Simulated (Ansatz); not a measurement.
Run on I (diamond type): DFT, PBE, norm-conserving pseudopotentials, Ansatz's default files, scalar-relativistic (Ansatz 0.2.0). This run: the series' base cell.

The cell comes from a relaxation on PAW files under the same functional, begun from a prototype that needn't be the stable phase.

Command: `ansatz run input.yaml --threads 1 --pin off --max-ram 2048MiB --backend cpu --events-out ev --progress --plain --runs-dir out` It took 12 s on 1 thread of Arm Neoverse V1 (shared host), peak memory 0.51 GiB.

```yaml
crystal:
  lattice:
    - [0.0, 3.9386522685, 3.9386522685]
    - [3.9386522685, 0.0, 3.9386522685]
    - [3.9386522685, 3.9386522685, 0.0]
  atoms:
    - { symbol: I, position: [-0.125, -0.125, -0.125] }
    - { symbol: I, position: [0.125, 0.125, 0.125] }
kpoints:
  mp_grid: { grid: [10, 10, 10] }
scf:
  occupations: { method: fermi_dirac, width: 0.1 }
hamiltonian:
  xc: pbe
  pseudopotentials: { kind: nc }
output:
  forces: true
  stress: true
  eigenvalues: true
```

Output:

```
Engine: ansatz 0.2.0
Pseudopotentials: kind: nc
Pseudopotential: I, nc, valence charge 7, recommended cutoff 952.398519 eV (normal), I.nc.azcp
Functional definition: PBE
  parameter kappa = 0.804
  parameter beta = 0.06672455060314922
  exchange = pbe_x(kappa = kappa, mu = beta*pi^2/3)
  correlation = pbe_c(beta = beta)
Crystal: 2 atoms, lattice volume = 122.200 Å³
Basis set: ecut = 952.398519 eV, 8099 PW (Γ), exchange–correlation on 120×120×120 points (8 copies of the dense FFT grid, shifted against one another)
Bands: 11, of which v1, the nominal top of the filled ones, is band 7 counted from 1 (6 counted from 0)
Symmetry: 48 space group operations
Space group: Fd-3m (ITA 227), of the structure as read, at distance tolerance 5.0e-5 Å
k-points: 47 of 1000
Non-local potential: I, projectors of the file, l = 0: 2, l = 1: 2, l = 2: 2, l = 3: 2
Initial density: superposition of atomic densities (chi_scale 0.1, normalization cell)
Initial wavefunctions: pseudopotential atomic-orbital guess
Functional: x = pbe(κ = 0.804, μ = 0.2195149727645171), c = pbe(β = 0.06672455060314922)
SCF iter   1: F=—  HF=-702.810458 eV  |F-HF|=—  |Δ(HF+E_count)|=         —  Δρ=2.39e-3  dr2=7.68e-3  ethr=3.10e-3  ⟨swp⟩=8.2  Hψ=3943  notcnv=0
preconditioner: auto → LDOS  [metal: Δε(μ)=0.016 eV  Ē_g=9.537 eV  σ=0.100 eV  W_gap=0.04  n_scr=14 (ndim 8)  ℏωp=12.6 eV  f_vac=0.177  D(μ)=4.97/eV (n_scr^D=50)  β→1.0]
SCF iter   2: F=—  HF=-702.811761 eV  |F-HF|=—  |Δ(HF+E_count)|=   1.30e-3  Δρ=8.46e-4  dr2=1.02e-3  ethr=5.49e-5  ⟨swp⟩=2.4  Hψ=1174  notcnv=0
SCF iter   3: F=—  HF=-702.811783 eV  |F-HF|=—  |Δ(HF+E_count)|=   2.23e-5  Δρ=7.38e-5  dr2=1.08e-5  ethr=7.31e-6  ⟨swp⟩=2.4  Hψ=872  notcnv=0
SCF iter   4: F=—  HF=-702.811819 eV  |F-HF|=—  |Δ(HF+E_count)|=   3.62e-5  Δρ=1.49e-5  dr2=4.48e-7  ethr=7.73e-8  ⟨swp⟩=2.5  Hψ=956  notcnv=0
SCF iter   5: F=-702.811819 eV  HF=-702.811819 eV  |F-HF|=2.08e-9  |Δ(HF+E_count)|=   3.20e-8  Δρ=1.96e-6  dr2=5.58e-9  ethr=7.14e-10  ⟨swp⟩=8.0  Hψ=3179  notcnv=0
SCF 1 converged in 5 iterations: F = -702.811819 eV  dr2 = 5.58e-9
SCF converged after 5 iterations
Free energy (F): -702.811819 eV
Harris-Foulkes:  -702.811819 eV  (|F-HF|=2.08e-9)
Internal energy: -702.654247 eV  (E = F + TS)
E sigma→0 (E₀):  -702.733033 eV
Entropy (-TS):   -0.157572 eV (-78.786 meV/atom)
Fermi energy:    0.508920 eV
--- Per-component energies (eV) ---
  E_band       = -59.426875
  E_kinetic    = 169.905270
  E_local      = -397.819318  (includes V_loc(G=0)·N_el)
  E_nonlocal   = 103.942970
  E_hartree    = 117.411520
  E_xc         = -213.590667
  E_vxc        = -170.279732  (∫ρ·V_xc dr)
  E_ewald      = -482.504022
  E_smearing   = -0.157572  (= −TS)
  E_closure    = 0.000000  (closes the sum)
  Σ components = -702.811819   (vs F -702.811819, Δ=0.00e0)
--- Forces (eV/Å), atoms counted from 1 ---
  atom   1  I      0.00000000     0.00000000     0.00000000
  atom   2  I      0.00000000     0.00000000    -0.00000000
  max |Σ_I F_I| component: 2.08e-17 eV/Å
--- Stress (GPa, compression-positive) ---
        0.004811      -0.000000      -0.000000
        0.000000       0.004811       0.000000
       -0.000000      -0.000000       0.004811
  P = ⅓ Tr σ = 0.0048 GPa (0.048 kbar)
--- Band table (eV; the first three rows and the last of 47) ---
  k-point 0: bands = ["-12.3018", "-10.5173", "-1.9744", "-1.9744", "-1.9744", "-0.2913", "-0.2913", "-0.2913", "4.9797", "7.5383", "7.5383"]
  k-point 1: bands = ["-12.2746", "-10.5582", "-2.0140", "-2.0140", "-2.0012", "-0.2482", "-0.2343", "-0.2343", "5.1462", "7.4037", "7.4037"]
  k-point 2: bands = ["-12.1972", "-10.6710", "-2.1073", "-2.1073", "-2.0781", "-0.1115", "-0.0960", "-0.0960", "5.5740", "7.2395", "7.2395"]
  k-point 46: bands = ["-11.4999", "-11.4999", "-2.7045", "-2.7045", "-0.9753", "-0.9753", "0.7573", "0.7573", "6.2370", "6.2370", "8.5369"]
```

Next run (volume at 0.92 of the series' base cell), as changes to the input before:

```diff
   lattice:
-    - [0.0, 3.9386522685, 3.9386522685]
-    - [3.9386522685, 0.0, 3.9386522685]
-    - [3.9386522685, 3.9386522685, 0.0]
+    - [0.0, 3.8306891867, 3.8306891867]
+    - [3.8306891867, 0.0, 3.8306891867]
+    - [3.8306891867, 3.8306891867, 0.0]
   atoms:
```

Results part of the output:

```
SCF 1 converged in 5 iterations: F = -702.781397 eV  dr2 = 3.47e-9
SCF converged after 5 iterations
Free energy (F): -702.781397 eV
Harris-Foulkes:  -702.781397 eV  (|F-HF|=2.24e-9)
Internal energy: -702.641466 eV  (E = F + TS)
E sigma→0 (E₀):  -702.711432 eV
Entropy (-TS):   -0.139931 eV (-69.966 meV/atom)
Fermi energy:    1.247682 eV
--- Per-component energies (eV) ---
  E_band       = -52.469502
  E_kinetic    = 170.903793
  E_local      = -378.421762  (includes V_loc(G=0)·N_el)
  E_nonlocal   = 104.182761
  E_hartree    = 110.955941
  E_xc         = -214.159416
  E_vxc        = -171.046460  (∫ρ·V_xc dr)
  E_ewald      = -496.102782
  E_smearing   = -0.139931  (= −TS)
  E_closure    = 0.000000  (closes the sum)
  Σ components = -702.781397   (vs F -702.781397, Δ=0.00e0)
--- Forces (eV/Å), atoms counted from 1 ---
  atom   1  I      0.00000000    -0.00000000     0.00000000
  atom   2  I      0.00000000    -0.00000000    -0.00000000
  max |Σ_I F_I| component: 4.63e-18 eV/Å
--- Stress (GPa, compression-positive) ---
        1.080615      -0.000000      -0.000000
       -0.000000       1.080615       0.000000
       -0.000000      -0.000000       1.080615
  P = ⅓ Tr σ = 1.0806 GPa (10.806 kbar)
--- Band table (eV; the first three rows and the last of 47) ---
  k-point 0: bands = ["-11.9657", "-9.7968", "-1.5568", "-1.5568", "-1.5568", "0.2982", "0.2982", "0.2982", "5.5941", "8.0861", "8.0861"]
  k-point 1: bands = ["-11.9337", "-9.8488", "-1.6022", "-1.6022", "-1.5853", "0.3529", "0.3649", "0.3649", "5.7760", "7.9414", "7.9414"]
  k-point 2: bands = ["-11.8423", "-9.9918", "-1.7085", "-1.7085", "-1.6689", "0.5263", "0.5263", "0.5271", "6.2360", "7.7671", "7.7671"]
  k-point 46: bands = ["-11.0108", "-11.0108", "-2.3903", "-2.3903", "-0.3950", "-0.3950", "1.5291", "1.5291", "6.7826", "6.7826", "9.1770"]
```

Next run (volume at 0.45 of the series' base cell), as changes to the input before:

```diff
   lattice:
-    - [0.0, 3.8306891867, 3.8306891867]
-    - [3.8306891867, 0.0, 3.8306891867]
-    - [3.8306891867, 3.8306891867, 0.0]
+    - [0.0, 3.0182263843, 3.0182263843]
+    - [3.0182263843, 0.0, 3.0182263843]
+    - [3.0182263843, 3.0182263843, 0.0]
   atoms:
```

Results part of the output:

```
SCF 1 converged in 5 iterations: F = -697.408612 eV  dr2 = 6.78e-8
SCF converged after 5 iterations
Free energy (F): -697.408612 eV
Harris-Foulkes:  -697.408612 eV  (|F-HF|=6.54e-8)
Internal energy: -697.349854 eV  (E = F + TS)
E sigma→0 (E₀):  -697.379233 eV
Entropy (-TS):   -0.058758 eV (-29.379 meV/atom)
Fermi energy:    10.088884 eV
--- Per-component energies (eV) ---
  E_band       = 32.459795
  E_kinetic    = 190.598425
  E_local      = -204.804930  (includes V_loc(G=0)·N_el)
  E_nonlocal   = 109.670070
  E_hartree    = 59.846304
  E_xc         = -223.013261
  E_vxc        = -182.693408  (∫ρ·V_xc dr)
  E_ewald      = -629.646461
  E_smearing   = -0.058758  (= −TS)
  E_closure    = -0.000000  (closes the sum)
  Σ components = -697.408612   (vs F -697.408612, Δ=0.00e0)
--- Forces (eV/Å), atoms counted from 1 ---
  atom   1  I      0.00000000    -0.00000000     0.00000000
  atom   2  I     -0.00000000     0.00000000     0.00000000
  max |Σ_I F_I| component: 7.40e-17 eV/Å
--- Stress (GPa, compression-positive) ---
       52.638938       0.000000       0.000000
        0.000000      52.638938       0.000000
       -0.000000      -0.000000      52.638938
  P = ⅓ Tr σ = 52.6389 GPa (526.389 kbar)
--- Band table (eV; the first three rows and the last of 47) ---
  k-point 0: bands = ["-8.7036", "0.1646", "3.7888", "3.7888", "3.7888", "7.2113", "7.2113", "7.2113", "12.8737", "15.0729", "15.0729"]
  k-point 1: bands = ["-8.6100", "-0.3567", "3.6608", "3.6608", "3.9939", "7.4083", "7.4083", "7.4683", "13.2521", "14.7292", "14.7292"]
  k-point 2: bands = ["-8.3384", "-1.4578", "3.3773", "3.3773", "4.1560", "7.8563", "7.8563", "8.3461", "14.0564", "14.3813", "14.3813"]
  k-point 46: bands = ["-5.7099", "-5.7099", "1.4996", "1.4996", "7.5271", "7.5271", "10.3691", "10.3691", "14.6957", "14.6957", "17.3142"]
```

Spin–orbit coupling is left out, which matters for the heavy atoms. The norm-conserving files are those that the library serves for this functional. The structure type is held throughout; the real material can change phase at far lower pressure.
